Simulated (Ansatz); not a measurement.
# WSe2: the cost of one run

Computed with Ansatz 0.2.0 (DFT PBEsol+U (U_eff = 1 eV on W d), plane waves, PAW, no spin–orbit coupling unless a run says so, unless a step's input says otherwise).

1 further run of the same task is left out (it didn't finish). Runs told in other sessions of the task aren't counted.

### Step 1. The system as given

It takes space group C2/m (No. 12, monoclinic). Conventional cell: a = 6.649 Å, b = 4.076 Å, c = 4.688 Å, α = 90.00°, β = 90.04°, γ = 90.00°. W (site symmetry 2/m) is surrounded by 6 Se at 2.48 to 2.75 Å. Around Se (site symmetry m) lie 3 W at 2.48 to 2.75 Å.

As a file:

```
CELL_PARAMETERS angstrom
3.32428 -2.03785 0.00000
3.32101 2.03785 4.68793
-0.00655 0.00000 9.37586
ATOMIC_POSITIONS crystal
W 0.00000 0.00000 0.00000
Se 0.68790 0.68790 0.80050
Se 0.31210 0.31210 0.19950
W 0.00000 0.00000 0.50000
Se 0.68790 0.68790 0.30050
Se 0.31210 0.31210 0.69950
```

An earlier series on this cell reached its lowest free state from «total moment held at first, then free, 2.00 μB per cell», perhaps among other starts.

### Step 2. Total moment locked, 4.00 μB per cell

Input file input.yaml:

```yaml
crystal:
  lattice:
    - [3.3242801, -2.03784983, 0.0]
    - [3.32100731, 2.03784983, 4.68793204]
    - [-0.00654558, 0.0, 9.37586408]
  atoms:
    - { symbol: W, position: [0.0, 0.0, 0.0], spin: 2.0 }
    - { symbol: Se, position: [0.6879, 0.6879, 0.8005] }
    - { symbol: Se, position: [0.3121, 0.3121, 0.1995] }
    - { symbol: W, position: [0.0, 0.0, 0.5], spin: 2.0 }
    - { symbol: Se, position: [0.6879, 0.6879, 0.3005] }
    - { symbol: Se, position: [0.3121, 0.3121, 0.6995] }
basis:
  ecutwfc: 420
  ecutrho_ratio: 4
kpoints:
  mp_grid: { grid: [6, 6, 4] }
hamiltonian:
  xc: pbesol
  hubbard:
    sites:
      - { site: 0, l: d, u_eff: 1.0, starting_ns: [{ spin: up, occupation_matrix: s0up }, { spin: down, occupation_matrix: s0down }] }
      - { site: 3, l: d, u_eff: 1.0, starting_ns: [{ spin: up, occupation_matrix: s3up }, { spin: down, occupation_matrix: s3down }] }
    occupation_matrices:
      s0up:
        matrix:
          - [0.3186, -0.26003, -0.1153, 0.31136, -0.12905]
          - [-0.26003, 0.30131, -0.04082, -0.34202, -0.04303]
          - [-0.1153, -0.04082, 0.42797, 0.06219, 0.44978]
          - [0.31136, -0.34202, 0.06219, 0.43622, 0.06617]
          - [-0.12905, -0.04303, 0.44978, 0.06617, 0.51589]
      s0down:
        matrix:
          - [0.02, 0.0, 0.0, 0.0, 0.0]
          - [0.0, 0.02, 0.0, 0.0, 0.0]
          - [0.0, 0.0, 0.02, 0.0, 0.0]
          - [0.0, 0.0, 0.0, 0.02, 0.0]
          - [0.0, 0.0, 0.0, 0.0, 0.02]
      s3up:
        matrix:
          - [0.3186, -0.26003, -0.1153, 0.31136, -0.12905]
          - [-0.26003, 0.30131, -0.04082, -0.34202, -0.04303]
          - [-0.1153, -0.04082, 0.42797, 0.06219, 0.44978]
          - [0.31136, -0.34202, 0.06219, 0.43622, 0.06617]
          - [-0.12905, -0.04303, 0.44978, 0.06617, 0.51589]
      s3down:
        matrix:
          - [0.02, 0.0, 0.0, 0.0, 0.0]
          - [0.0, 0.02, 0.0, 0.0, 0.0]
          - [0.0, 0.0, 0.02, 0.0, 0.0]
          - [0.0, 0.0, 0.0, 0.02, 0.0]
          - [0.0, 0.0, 0.0, 0.0, 0.02]
    ns_hold: { iters: 8 }
scf:
  occupations: { method: gaussian, width: 0.05 }
  lower_state_search: "off"
  max_iter: 150
output:
  forces: true
  stress: true
  eigenvalues: true
  populations: true
  hubbard: { sites: [{ site: 0, l: d }, { site: 3, l: d }] }
magnetization:
  spin_polarized: true
  initial_magnetization: 4.0
  spin_locking: { lock_magnetization: hard }
```

The typed matrices are held for 8 cycles. The lock stays on to the end, so the result is a constrained state unless its moments die out.

On the command line:

```sh
$ ansatz run input.yaml --threads 4 --pin off --max-ram 6144MiB --backend cpu --events-out ev --progress --plain --runs-dir out
```

**Question.** How long does this run take on 4 threads of Intel Xeon 6975P-C (Granite Rapids), shared host, and how much memory does it need?

About 28 s, with a peak of 1.3 GiB.
